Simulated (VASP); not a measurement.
SnSe2:

```
Sn Se
1.0
     0.00000    3.24397    3.24397
     3.24397    0.00000    3.24397
     3.24397    3.24397    0.00000
Sn Se
1 2
Direct
  0.00000 0.00000 0.00000
  0.25000 0.25000 0.25000
  0.75000 0.75000 0.75000
```

The cell was built by a generator and needn't be a form met in nature.

* Program: VASP 6.6.1
* Task: relaxation of cell and atoms
* Functional: PBE
* Potentials or basis: VASP PAW PBE potentials, release 64 (Sn_d, Se)
* Cutoff: 600 eV
* k mesh: 6 × 6 × 6
* Occupations: fermi-dirac, width 0.02 eV
* Spin: no spin polarisation

At the start: pressure 13.0 GPa; volume 22.76 Å³/atom.

Question: Where does the relaxation end?

Answer: Over 5 steps the energy falls by 151.0 meV/atom and the volume is 27.26 Å³/atom (+19.8 %); space group Fm-3m (No. 225, to 0.05 Å).

The path:
| step | energy change (eV) | largest force (eV/Å) | pressure (GPa) | volume (Å³) |
| --- | --- | --- | --- | --- |
| 1 | 0.0000 | 0.0000 | 12.95 | 68.27 |
| 2 | -0.3949 | 0.0000 | -2.73 | 88.11 |
| 3 | -0.4528 | 0.0000 | 0.10 | 81.60 |
| 4 | -0.4528 | 0.0000 | -0.05 | 81.88 |
| 5 | -0.4529 | 0.0000 | 0.00 | 81.78 |

Final structure:
```cif
data_structure
_symmetry_space_group_name_H-M 'P 1'
_symmetry_Int_Tables_number 1
_cell_length_a 4.8722
_cell_length_b 4.8722
_cell_length_c 4.8722
_cell_angle_alpha 60.000
_cell_angle_beta 60.000
_cell_angle_gamma 60.000
_cell_volume 81.78
loop_
_atom_site_label
_atom_site_type_symbol
_atom_site_fract_x
_atom_site_fract_y
_atom_site_fract_z
_atom_site_occupancy
Sn1 Sn 0.00000 0.00000 0.00000 1
Se1 Se 0.25000 0.25000 0.25000 1
Se2 Se 0.75000 0.75000 0.75000 1
```

Caveat: the volume moved by over 15 % at a fixed basis, so the end points are rough.
